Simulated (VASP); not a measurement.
Here is a VASP 6.6.1 calculation.

INCAR

```
ALGO     = Normal         # electronic algorithm
EDIFF    = 1E-7           # SCF threshold, eV
ENCUT    = 520            # plane-wave cutoff, eV
ISIF     = 2              # what is computed and relaxed
ISMEAR   = -1             # smearing method
ISPIN    = 2              # spin polarisation
LASPH    = T              # aspherical terms in the spheres
LCHARG   = F              # write CHGCAR
LMAXMIX  = 4              # l up to which the mixer works
LMIXTAU  = T            
LORBIT   = 11             # projections on sites
LREAL    = F              # projectors in reciprocal space
LWAVE    = F              # write WAVECAR
MAGMOM   = 3.5 3.5 0 0    # initial moments
METAGGA  = R2SCAN         # meta-GGA
NELM     = 100            # most SCF steps
PREC     = Accurate       # precision mode
SIGMA    = 0.05           # smearing width, eV
```

The input KPOINTS:

```
k-points
0
Gamma
  8 8 8
```

POSCAR

```
CoO
1.0
    2.1315000000      2.1315000000      4.2630000000
    2.1315000000     -2.1315000000      0.0000000000
    2.1315000000      2.1315000000      0.0000000000
Co O
2 2
Direct
    0.0000000000      0.0000000000      0.0000000000
    0.5000000000      0.5000000000      0.0000000000
    0.5000000000      0.0000000000      0.5000000000
    0.0000000000      0.5000000000      0.5000000000
```

Potentials or basis: VASP PAW PBE potentials, release 64 (Co, O).

Run with:

```bash
$ cat potpaw_PBE.64/Co/POTCAR potpaw_PBE.64/O/POTCAR > POTCAR
$ mpirun -np 1 vasp_std > vasp.out
```

(1) What does it give for the pressure?

(2) What does it give for the net moment?

(3) Estimate the band gap on the k mesh.

(4) Estimate the site moments.

Answers

(1) -7.3 GPa.

(2) 6.00 μB per cell.

(3) none (metal or under the smearing width).

(4) Co +2.69; O +0.29 μB.

Caveat: the PAW data sets were made with another functional, which shifts forces and pressure a little; semilocal functionals often make such compounds metallic where correlation or magnetic order opens a gap, which also shifts bond lengths.
